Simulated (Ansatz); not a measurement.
# Ru6F: the cost of one run

Program: Ansatz 0.2.0. Level of theory: DFT PBE, scalar-relativistic, plane waves, PAW. These are calculated values, not measurements.

1 further run of the same task is left out (set aside as unsound or not needed).

### Step 1. Starting point

The structure is orthorhombic, space group Pmm2 (No. 25). Conventional cell: a = 2.720 Å, b = 4.297 Å, c = 20.838 Å, α = 90.00°, β = 90.00°, γ = 90.00°. Around Ru (site symmetry mm2) lie 8 Ru at 2.66 to 2.72 Å. Ru (site symmetry mm2) has 10 Ru at 2.66 to 2.72 Å as nearest neighbours. Ru (site symmetry mm2) has 12 Ru at 2.65 to 2.72 Å as nearest neighbours. Ru (site symmetry mm2) has 12 Ru at 2.62 to 2.72 Å as nearest neighbours. Ru (site symmetry mm2) has 10 Ru at 2.62 to 2.72 Å as nearest neighbours. Around Ru (site symmetry mm2) lie 1 F at 2.04 Å. Around F (site symmetry mm2) lie 1 Ru at 2.04 Å.

Coordinates:

```cif
data_structure
_symmetry_space_group_name_H-M 'P 1'
_symmetry_Int_Tables_number 1
_cell_length_a 2.7198
_cell_length_b 4.2967
_cell_length_c 20.8383
_cell_angle_alpha 90.000
_cell_angle_beta 90.000
_cell_angle_gamma 90.000
_cell_volume 243.52
loop_
_atom_site_label
_atom_site_type_symbol
_atom_site_fract_x
_atom_site_fract_y
_atom_site_fract_z
_atom_site_occupancy
Ru1 Ru 0.00000 0.75000 0.19195 1
Ru2 Ru 0.50000 0.25000 0.22963 1
Ru3 Ru 0.50000 0.75000 0.30499 1
Ru4 Ru 0.00000 0.25000 0.34074 1
Ru5 Ru 0.00000 0.75000 0.41686 1
Ru6 Ru 0.50000 0.25000 0.44813 1
F1 F 0.50000 0.25000 0.54603 1
```

This is the geometry of the first run shown, built on a cell relaxed beforehand with the same method.

### Step 2. What is varied

Atoms count from 1 in the order of the input.

F is moved over the surface cell; relaxed at each place: the height of the adsorbate's atoms; substrate rigid; the origin of the map has the adsorbate above Ru6.

- position of F7 along the first surface vector, from above Ru6: 6 values from 0.000 to 0.833, periodic
- position of F7 along the second surface vector, from above Ru6: 10 values from 0.0 to 0.9, periodic

Relaxed at each point: the height of the adsorbate's atoms; substrate rigid. Points are written as (first, second).

The two vectors of the plane (Å): (2.720, 0.000, 0.000); (0.000, 4.297, 0.000).

### Step 3. Point (0/6, 0/10) of the map's two axes

input.yaml

```yaml
crystal:
  lattice:
    - [2.7197977462, 0.0, 0.0]
    - [0.0, 4.296659764, 0.0]
    - [0.0, 0.0, 20.8383397922]
  atoms:
    - { symbol: Ru, position: [0.0, 0.75, 0.1919538716] }
    - { symbol: Ru, position: [0.5, 0.25, 0.2296314404] }
    - { symbol: Ru, position: [0.5, 0.75, 0.3049865779] }
    - { symbol: Ru, position: [0.0, 0.25, 0.3407382308] }
    - { symbol: Ru, position: [0.0, 0.75, 0.416857509] }
    - { symbol: Ru, position: [0.5, 0.25, 0.4481326193] }
    - { symbol: F, position: [0.5, 0.25, 0.5460290938] }
basis:
  ecutwfc: 420
kpoints:
  mp_grid: { grid: [10, 6, 1] }
hamiltonian:
  xc: pbe
  pseudopotentials: { kind: paw, azcp: { folder: soft_1 } }
scf:
  occupations: { method: gaussian, width: 0.1 }
output:
  forces: true
  eigenvalues: true
  write_density: true
  write_potential: true
  elf: true
  volumetric_format: npy
relax:
  adjacent_minimum: "off"
  f_tol: 0.025
  max_steps: 16
  constraints: [{ sites: [0, 1, 2, 3, 4, 5] }, { sites: [6], fix: xy }]
efield:
  axis: 3
  dipole_correction: true
  ramp_width: 0.04
```

On the command line:

```
ansatz run input.yaml --threads 4 --pin off --max-ram 12288MiB --backend cpu --events-out ev --progress --plain --runs-dir out
```

What time and memory should one allow on 4 threads of Intel Xeon Platinum 8488C (Sapphire Rapids), shared host?

About 26 s, with a peak of 0.81 GiB.
